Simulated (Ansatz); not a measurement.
# B-11 fingerprints of the forms of MgB₂H₈

Computed with Ansatz: DFT, r2SCAN, plane waves and PAW, scalar-relativistic, 500 eV cutoff. Q(B-11) = 40.59 mb, I = 3/2. The cells come from the Materials Project (computed, not necessarily observed phases), with the atoms as given. Forces reach 0.2 eV/Å in them. Spin–orbit coupling is left out.

(1) Rank the structures by their largest B-11 |C_Q|, smallest first.
A. Pmc2_1, 22 atoms in the cell run; B sites: (1) 4 H at 1.22–1.23 Å. (2) 4 H at 1.20–1.24 Å.
B. I-4m2, 22 atoms in the cell run; B site: 4 H at 1.22–1.23 Å
C. I4_1/acd, 44 atoms in the cell run; B site: 4 H at 1.22–1.23 Å

Answers

(1) B (0.270 MHz), C (0.329 MHz), A (0.868 MHz).
